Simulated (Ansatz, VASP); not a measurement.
# GaN in VASP and in Ansatz

The input INCAR:

```
PREC = Accurate
ENCUT = 520
EDIFF = 1E-6
ISMEAR = 0
SIGMA = 0.05
LREAL = F
LASPH = T
NELM = 80
ALGO = Normal
ISIF = 2
LWAVE = F
LCHARG = F
NBANDS = 16
```

Contents of KPOINTS:

```
Automatic mesh
0
Gamma
  10 10 10
```

Contents of POSCAR:

```
GaN
1.0
    0.0000000000      2.2535006075      2.2535006075
    2.2535006075      0.0000000000      2.2535006075
    2.2535006075      2.2535006075      0.0000000000
Ga N
1 1
Direct
    0.0000000000      0.0000000000      0.0000000000
    0.7500000000      0.7500000000      0.7500000000
```

Input for Ansatz:

```yaml
crystal:
  lattice:
    - [0.0, 2.2535006075, 2.2535006075]
    - [2.2535006075, 0.0, 2.2535006075]
    - [2.2535006075, 2.2535006075, 0.0]
  atoms:
    - { symbol: Ga, position: [0.0, 0.0, 0.0] }
    - { symbol: "N", position: [0.75, 0.75, 0.75] }
basis:
  ecutwfc: 420
kpoints:
  mp_grid: { grid: [10, 10, 10] }
hamiltonian:
  xc: lda
scf:
  occupations: { method: gaussian, width: 0.05 }
output:
  forces: true
  stress: true
  eigenvalues: true
  write_density: true
  write_potential: true
  elf: true
  volumetric_format: npy
```

The cell is a database's computed one.

Alike in both runs: task single point; functional LDA; k mesh 10 × 10 × 10; occupations gaussian, width 0.05 eV; no spin polarisation.

|  | VASP | Ansatz |
| --- | --- | --- |
| version | VASP 6.6.1 | Ansatz 0.2.0 |
| potentials or method | VASP PAW LDA potentials, release 64 (Ga_d, N) | scalar-relativistic, plane waves, PAW |
| plane-wave cutoff (eV) | 520 | 420 |
| valence electrons in the cell | 18 | 18 |

|  | VASP | Ansatz | Ansatz less VASP |
| --- | --- | --- | --- |
| gap on the k mesh at the Fermi level (eV) | 1.75 | 1.73 | -0.015 |
| least direct gap on the mesh (eV) | 1.75 | 1.73 | -0.015 |
| pressure (GPa) | -5.5 | -6.5 | -0.99 |
